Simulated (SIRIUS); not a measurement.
# TiCo (Pm-3m) in SIRIUS: notebook, part 2 of 2

SIRIUS 7.12.0. The steps go on from the part before.

## (3) Band structure, PBE, collinear spin, ferromagnetic start

sirius.json reads:

```json
{
  "control": {
    "processing_unit": "cpu",
    "std_evp_solver_name": "lapack",
    "gen_evp_solver_name": "lapack",
    "verbosity": 2,
    "print_forces": true,
    "ortho_rf": true,
    "use_second_variation": true,
    "rmt_max": 3.0,
    "num_bands_to_print": 24,
    "save_wf": true
  },
  "parameters": {
    "electronic_structure_method": "full_potential_lapwlo",
    "xc_functionals": ["XC_GGA_X_PBE", "XC_GGA_C_PBE"],
    "core_relativity": "dirac",
    "valence_relativity": "koelling_harmon",
    "num_fv_states": 30,
    "smearing": "fermi_dirac",
    "smearing_width": 0.0018374661,
    "pw_cutoff": 20,
    "gk_cutoff": 3.67,
    "lmax_apw": 10,
    "lmax_rho": 8,
    "lmax_pot": 8,
    "num_mag_dims": 1,
    "auto_rmt": 0,
    "ngridk": [9, 9, 9],
    "shiftk": [0, 0, 0],
    "num_dft_iter": 80,
    "energy_tol": 1e-07,
    "density_tol": 1e-05,
    "use_symmetry": true
  },
  "settings": {"tol_ne": 1e-10},
  "iterative_solver": {"type": "exact"},
  "mixer": {"type": "anderson", "beta": 0.4, "max_history": 8},
  "unit_cell": {
    "lattice_vectors": [[5.6429319488, 0.0, 0.0], [0.0, 5.6429319488, 0.0], [0.0, 0.0, 5.6429319488]],
    "atom_types": ["Co", "Ti"],
    "atom_files": {"Co": "Co.json", "Ti": "Ti.json"},
    "atoms": {"Co": [[0.5, 0.5, 0.5, 0.0, 0.0, 2.0]], "Ti": [[0.0, 0.0, 0.0, 0.0, 0.0, 1.0]]}
  }
}
```

Co.json reads:

```json
{
  "name": "cobalt",
  "symbol": "Co",
  "number": 27,
  "mass": 58.933195,
  "rmin": 1e-06,
  "rmt": 2.4,
  "nrmt": 800,
  "rinf": 15.25,
  "core": "1s2s2p",
  "valence": [
    {"basis": [{"enu": 0.11, "dme": 0, "n": 0, "auto": 0}, {"enu": 0.11, "dme": 1, "n": 0, "auto": 0}]},
    {"l": 0, "n": 1, "basis": [{"enu": 0.21, "dme": 0, "n": 0, "auto": 0}]},
    {"l": 1, "n": 2, "basis": [{"enu": 0.21, "dme": 0, "n": 0, "auto": 0}]},
    {"l": 2, "n": 3, "basis": [{"enu": 0.2082, "dme": 0, "n": 0, "auto": 0}]},
    {"l": 3, "n": 4, "basis": [{"enu": 0.21, "dme": 0, "n": 0, "auto": 0}]}
  ],
  "lo": [
    {"l": 0, "basis": [{"enu": 0.21, "dme": 0, "n": 0, "auto": 0}, {"enu": 0.21, "dme": 1, "n": 0, "auto": 0}]},
    {
      "l": 0,
      "basis": [{"enu": -3.3175, "dme": 0, "n": 3, "auto": 1}, {"enu": -3.3175, "dme": 1, "n": 3, "auto": 1}]
    },
    {
      "l": 0,
      "basis": [{"enu": -3.3175, "dme": 1, "n": 3, "auto": 1}, {"enu": 0.21, "dme": 0, "n": 0, "auto": 0}]
    },
    {"l": 0, "basis": [{"enu": 0.21, "dme": 0, "n": 0, "auto": 0}, {"enu": 2.9878, "dme": 0, "n": 0, "auto": 0}]},
    {"l": 1, "basis": [{"enu": 0.21, "dme": 0, "n": 0, "auto": 0}, {"enu": 0.21, "dme": 1, "n": 0, "auto": 0}]},
    {
      "l": 1,
      "basis": [{"enu": -1.9871, "dme": 0, "n": 3, "auto": 1}, {"enu": -1.9871, "dme": 1, "n": 3, "auto": 1}]
    },
    {
      "l": 1,
      "basis": [{"enu": -1.9871, "dme": 1, "n": 3, "auto": 1}, {"enu": 0.21, "dme": 0, "n": 0, "auto": 0}]
    },
    {"l": 1, "basis": [{"enu": 0.21, "dme": 0, "n": 0, "auto": 0}, {"enu": 3.4044, "dme": 0, "n": 0, "auto": 0}]},
    {
      "l": 2,
      "basis": [{"enu": 0.2082, "dme": 0, "n": 0, "auto": 0}, {"enu": 0.2082, "dme": 1, "n": 0, "auto": 0}]
    },
    {
      "l": 2,
      "basis": [{"enu": 0.2082, "dme": 1, "n": 0, "auto": 0}, {"enu": 0.2082, "dme": 2, "n": 0, "auto": 0}]
    },
    {
      "l": 2,
      "basis": [{"enu": 0.2082, "dme": 0, "n": 0, "auto": 0}, {"enu": 2.9165, "dme": 0, "n": 0, "auto": 0}]
    },
    {"l": 3, "basis": [{"enu": 0.21, "dme": 0, "n": 0, "auto": 0}, {"enu": 0.21, "dme": 1, "n": 0, "auto": 0}]},
    {"l": 3, "basis": [{"enu": 0.21, "dme": 0, "n": 0, "auto": 0}, {"enu": 3.2308, "dme": 0, "n": 0, "auto": 0}]}
  ],
  "free_atom": [... radial grid and density of the free atom, the start of the SCF ...]
}
```

Ti.json reads:

```json
{
  "name": "titanium",
  "symbol": "Ti",
  "number": 22,
  "mass": 47.867,
  "rmin": 1e-06,
  "rmt": 2.4,
  "nrmt": 800,
  "rinf": 17.51,
  "core": "1s2s2p",
  "valence": [
    {"basis": [{"enu": 0.11, "dme": 0, "n": 0, "auto": 0}, {"enu": 0.11, "dme": 1, "n": 0, "auto": 0}]},
    {"l": 0, "n": 1, "basis": [{"enu": 0.21, "dme": 0, "n": 0, "auto": 0}]},
    {"l": 1, "n": 2, "basis": [{"enu": 0.21, "dme": 0, "n": 0, "auto": 0}]},
    {"l": 2, "n": 3, "basis": [{"enu": 0.21, "dme": 0, "n": 0, "auto": 0}]},
    {"l": 3, "n": 4, "basis": [{"enu": 0.21, "dme": 0, "n": 0, "auto": 0}]}
  ],
  "lo": [
    {"l": 0, "basis": [{"enu": 0.21, "dme": 0, "n": 0, "auto": 0}, {"enu": 0.21, "dme": 1, "n": 0, "auto": 0}]},
    {
      "l": 0,
      "basis": [{"enu": -1.9103, "dme": 0, "n": 3, "auto": 1}, {"enu": -1.9103, "dme": 1, "n": 3, "auto": 1}]
    },
    {
      "l": 0,
      "basis": [{"enu": -1.9103, "dme": 1, "n": 3, "auto": 1}, {"enu": 0.21, "dme": 0, "n": 0, "auto": 0}]
    },
    {"l": 0, "basis": [{"enu": 0.21, "dme": 0, "n": 0, "auto": 0}, {"enu": 2.9878, "dme": 0, "n": 0, "auto": 0}]},
    {"l": 1, "basis": [{"enu": 0.21, "dme": 0, "n": 0, "auto": 0}, {"enu": 0.21, "dme": 1, "n": 0, "auto": 0}]},
    {
      "l": 1,
      "basis": [{"enu": -1.0503, "dme": 0, "n": 3, "auto": 1}, {"enu": -1.0503, "dme": 1, "n": 3, "auto": 1}]
    },
    {
      "l": 1,
      "basis": [{"enu": -1.0503, "dme": 1, "n": 3, "auto": 1}, {"enu": 0.21, "dme": 0, "n": 0, "auto": 0}]
    },
    {"l": 1, "basis": [{"enu": 0.21, "dme": 0, "n": 0, "auto": 0}, {"enu": 3.4044, "dme": 0, "n": 0, "auto": 0}]},
    {"l": 2, "basis": [{"enu": 0.21, "dme": 0, "n": 0, "auto": 0}, {"enu": 0.21, "dme": 1, "n": 0, "auto": 0}]},
    {"l": 2, "basis": [{"enu": 0.21, "dme": 1, "n": 0, "auto": 0}, {"enu": 0.21, "dme": 2, "n": 0, "auto": 0}]},
    {"l": 2, "basis": [{"enu": 0.21, "dme": 0, "n": 0, "auto": 0}, {"enu": 2.9183, "dme": 0, "n": 0, "auto": 0}]},
    {"l": 3, "basis": [{"enu": 0.21, "dme": 0, "n": 0, "auto": 0}, {"enu": 0.21, "dme": 1, "n": 0, "auto": 0}]},
    {"l": 3, "basis": [{"enu": 0.21, "dme": 0, "n": 0, "auto": 0}, {"enu": 3.2308, "dme": 0, "n": 0, "auto": 0}]}
  ],
  "free_atom": [... radial grid and density of the free atom, the start of the SCF ...]
}
```

sirius_start.json reads:

```json
{
  "control": {
    "processing_unit": "cpu",
    "std_evp_solver_name": "lapack",
    "gen_evp_solver_name": "lapack",
    "verbosity": 1,
    "print_forces": false,
    "ortho_rf": true,
    "use_second_variation": true,
    "rmt_max": 3.0,
    "num_bands_to_print": 24,
    "save_wf": false
  },
  "parameters": {
    "electronic_structure_method": "full_potential_lapwlo",
    "xc_functionals": ["XC_LDA_X", "XC_LDA_C_PW"],
    "core_relativity": "dirac",
    "valence_relativity": "koelling_harmon",
    "num_fv_states": 30,
    "smearing": "fermi_dirac",
    "smearing_width": 0.0055123983,
    "pw_cutoff": 20,
    "gk_cutoff": 2.93,
    "lmax_apw": 10,
    "lmax_rho": 8,
    "lmax_pot": 8,
    "num_mag_dims": 1,
    "auto_rmt": 0,
    "ngridk": [4, 4, 4],
    "shiftk": [0, 0, 0],
    "num_dft_iter": 30,
    "energy_tol": 0.01,
    "density_tol": 0.05,
    "use_symmetry": true
  },
  "settings": {"tol_ne": 1e-10},
  "iterative_solver": {"type": "exact"},
  "mixer": {"type": "anderson", "beta": 0.4, "max_history": 8},
  "unit_cell": {
    "lattice_vectors": [[5.6429319488, 0.0, 0.0], [0.0, 5.6429319488, 0.0], [0.0, 0.0, 5.6429319488]],
    "atom_types": ["Co", "Ti"],
    "atom_files": {"Co": "Co.json", "Ti": "Ti.json"},
    "atoms": {"Co": [[0.5, 0.5, 0.5, 0.0, 0.0, 2.0]], "Ti": [[0.0, 0.0, 0.0, 0.0, 0.0, 1.0]]}
  }
}
```

sirius_bands.json reads:

```json
{
  "control": {
    "processing_unit": "cpu",
    "std_evp_solver_name": "lapack",
    "gen_evp_solver_name": "lapack",
    "verbosity": 2,
    "print_forces": true,
    "ortho_rf": true,
    "use_second_variation": true,
    "rmt_max": 3.0,
    "num_bands_to_print": 24,
    "save_wf": true
  },
  "parameters": {
    "electronic_structure_method": "full_potential_lapwlo",
    "xc_functionals": ["XC_GGA_X_PBE", "XC_GGA_C_PBE"],
    "core_relativity": "dirac",
    "valence_relativity": "koelling_harmon",
    "num_fv_states": 30,
    "smearing": "fermi_dirac",
    "smearing_width": 0.0018374661,
    "pw_cutoff": 20,
    "gk_cutoff": 3.67,
    "lmax_apw": 10,
    "lmax_rho": 8,
    "lmax_pot": 8,
    "num_mag_dims": 1,
    "auto_rmt": 0,
    "ngridk": [9, 9, 9],
    "shiftk": [0, 0, 0],
    "num_dft_iter": 80,
    "energy_tol": 1e-07,
    "density_tol": 1e-05,
    "use_symmetry": true
  },
  "settings": {"tol_ne": 1e-10},
  "iterative_solver": {"type": "exact"},
  "mixer": {"type": "anderson", "beta": 0.4, "max_history": 8},
  "unit_cell": {
    "lattice_vectors": [[5.6429319488, 0.0, 0.0], [0.0, 5.6429319488, 0.0], [0.0, 0.0, 5.6429319488]],
    "atom_types": ["Co", "Ti"],
    "atom_files": {"Co": "Co.json", "Ti": "Ti.json"},
    "atoms": {"Co": [[0.5, 0.5, 0.5, 0.0, 0.0, 2.0]], "Ti": [[0.0, 0.0, 0.0, 0.0, 0.0, 1.0]]}
  },
  "kpoints_rel": {"G": [0.0, 0.0, 0.0], "M": [0.5, 0.5, 0.0], "R": [0.5, 0.5, 0.5], "X": [0.0, 0.5, 0.0]},
  "kpoints_path": ["G", "X", "M", "G", "R", "X"]
}
```

Potentials or basis: all-electron FP-LAPW (Koelling-Harmon valence), apw+lo standard.

Run with:

```sh
$ OMP_NUM_THREADS=1 sirius.scf --input=sirius_start.json --output=start.json
$ OMP_NUM_THREADS=1 sirius.scf --input=sirius.json --output=output.json --task=1
$ OMP_NUM_THREADS=1 sirius.scf --input=sirius_bands.json --output=bands_out.json --task=2
```

Standard output:

```text
[info] SIRIUS version : 7.12.0
[info] number of MPI ranks           : 1
[info] MPI grid                      : 1 1
[info] maximum number of OMP threads : 1
[fft] FFT context for density and potential
[fft] =====================================
[fft]   plane wave cutoff                     : 20
[fft]   grid size                             : 40 40 40   total : 64000
[fft]   grid limits                           : -19 20   -19 20   -19 20
[fft]   number of G-vectors within the cutoff : 24207
[fft]   number of G-shells                    : 669
[fft] FFT context for coarse grid
[fft] =====================================
[fft]   plane wave cutoff                     : 7.34
[fft]   grid size                             : 16 16 16   total : 4096
[fft]   grid limits                           : -7 8   -7 8   -7 8
[fft]   number of G-vectors within the cutoff : 1213
[fft]   number of G-shells                    : 51
[unit cell] lattice vectors
[unit cell]   a1 :       5.6429319488      0.0000000000      0.0000000000
[unit cell]   a2 :       0.0000000000      5.6429319488      0.0000000000
[unit cell]   a3 :       0.0000000000      0.0000000000      5.6429319488
[unit cell] reciprocal lattice vectors
[unit cell]   b1 :       1.1134611163      0.0000000000      0.0000000000
[unit cell]   b2 :       0.0000000000      1.1134611163      0.0000000000
[unit cell]   b3 :       0.0000000000      0.0000000000      1.1134611163
[unit cell] unit cell volume :       179.68608183 [a.u.^3]
[unit cell] 1/sqrt(omega)    :         0.07460068
[unit cell] MT volume        :       115.81167158 (64.45%)
[unit cell] IT volume        :        63.87441025 (35.55%)
[unit cell] number of atom types : 2
[... 399 lines left out ...]
[generate_core_charge_density]   n,l,k : 2 0 1  energy :         -32.53056958
[generate_core_charge_density]   n,l,k : 2 1 1  energy :         -28.15580260
[generate_core_charge_density]   n,l,k : 2 1 2  energy :         -27.61073930
[generate_core_charge_density] atom class : 1
[generate_core_charge_density]   n,l,k : 1 0 1  energy :        -178.35874650
[... 58 lines left out ...]
[find] valence_eval_sum               :     -23.25539827
[find] core_eval_sum                  :   -1277.89139172
[find] kinetic energy                 :    2275.85983059
[find] enuc                           :   -2698.89443223
[find] <rho|V^{XC}>                   :    -132.16742704
[find] <rho|E^{XC}>                   :    -101.89107524
[find] <mag|B^{XC}>                   :      -0.02226708
[find] <rho|V^{H}>                    :   -3444.81692645
[find] smearing (-TS)                 :      -0.00063401
[find] SCF correction                 :       0.00000996
[find] Total energy                   :   -2247.33413014 (Ha),   -4494.66826028 (Ry)
[find] Free energy (E-TS)             :   -2247.33476415 (Ha),   -4494.66952831 (Ry)
[find] band gap (eV)                  :       0.00000000
[find] Efermi                         :       0.32419731
[find] iteration : 15, RMS (target) : 7.0031e-06 (1.0000e-05) , energy difference (target) : -2.1156e-08 (1.0000e-07)
[find] converged after 16 SCF iterations!
[find] Charges and magnetic moments
[find] --------------------------------------------------------------------------------
[find] atom      charge    core leakage                 moment                |moment|
[find] --------------------------------------------------------------------------------
[find]    0   26.370824    1.799740e-13  [  0.00000,   0.00000,   0.88830]    0.888296
[find]    1   20.440392    5.960084e-10  [  0.00000,   0.00000,  -0.03458]    0.034577
[find] total core leakage    : 5.96188338e-10
[find] interstitial charge   : 2.188783
[find] interstitial moment   : [  0.00000,   0.00000,  -0.05196], magnitude : 0.051960
[find] total charge          : 48.999999
[find] total moment          : [  0.00000,   0.00000,   0.80176], magnitude : 0.801760
[find] Energy
[find] --------------------------------------------------------------------------------
[find] valence_eval_sum               :     -23.25539827
[find] core_eval_sum                  :   -1277.89139172
[find] kinetic energy                 :    2275.85983059
[find] enuc                           :   -2698.89443223
[find] <rho|V^{XC}>                   :    -132.16742704
[find] <rho|E^{XC}>                   :    -101.89107524
[find] <mag|B^{XC}>                   :      -0.02226708
[find] <rho|V^{H}>                    :   -3444.81692645
[find] smearing (-TS)                 :      -0.00063401
[find] SCF correction                 :       0.00000996
[find] Total energy                   :   -2247.33413014 (Ha),   -4494.66826028 (Ry)
[find] Free energy (E-TS)             :   -2247.33476415 (Ha),   -4494.66952831 (Ry)
[find] band gap (eV)                  :       0.00000000
[find] Efermi                         :       0.32419731
[ground_state]
[ground_state] ==== total Forces in Ha/bohr =====
[ground_state] atom:    0, force:       0.0000000      0.0000000      0.0000000
[ground_state] atom:    1, force:       0.0000000      0.0000000      0.0000000
[ground_state] ==== contribution from density =====
[ground_state] atom:    0, force:       0.0000000      0.0000000      0.0000000
[ground_state] atom:    1, force:       0.0000000      0.0000000      0.0000000
[ground_state] ==== contribution from Hartree potential =====
[ground_state] atom:    0, force:       0.0000000      0.0000000      0.0000000
[ground_state] atom:    1, force:       0.0000000      0.0000000      0.0000000
[ground_state] ==== contribution from IBS =====
[ground_state] atom:    0, force:       0.0000000      0.0000000      0.0000000
[ground_state] atom:    1, force:       0.0000000      0.0000000      0.0000000
```

Run time: 95 s. Hardware: 1 thread of Arm Neoverse V2, shared host; peak memory 0.59 GiB.

Results:

* Free energy: -61153.0943 eV
* Band gap along the path: none (metal or under the smearing width)
* Net moment: 0.80 μB per cell
* Site moments: Co +0.89; Ti -0.03 μB
* All electrons inside the program's atomic spheres: Co 26.37; Ti 20.44 (radii Co 2.4, Ti 2.4 bohr)

Levels at the corners of the path, in eV from the Fermi level:
Spin up:
```csv
point,band 12,band 13,band 14,band 15,band 16,band 17,band 18,band 19
Γ,-1.87,-1.87,-1.87,0.48,0.48,2.67,2.67,2.67
X,-1.98,-1.98,-1.51,-0.72,-0.60,0.64,0.64,2.22
M,-2.73,-1.46,-0.77,0.56,0.56,1.10,2.45,2.45
Γ,-1.87,-1.87,-1.87,0.48,0.48,2.67,2.67,2.67
R,-2.13,-2.13,-2.13,-1.44,-1.44,3.19,3.19,6.83
X,-1.98,-1.98,-1.51,-0.72,-0.60,0.64,0.64,2.22
```
Spin down:
| point | band 12 | band 13 | band 14 | band 15 | band 16 | band 17 |
| --- | --- | --- | --- | --- | --- | --- |
| Γ | -1.35 | -1.35 | -1.35 | 1.00 | 1.00 | 2.76 |
| X | -1.43 | -1.43 | -0.92 | -0.83 | 0.54 | 0.64 |
| M | -2.33 | -0.05 | 0.25 | 0.54 | 0.54 | 1.25 |
| Γ | -1.35 | -1.35 | -1.35 | 1.00 | 1.00 | 2.76 |
| R | -2.13 | -2.13 | -2.13 | -0.02 | -0.02 | 3.12 |
| X | -1.43 | -1.43 | -0.92 | -0.83 | 0.54 | 0.64 |
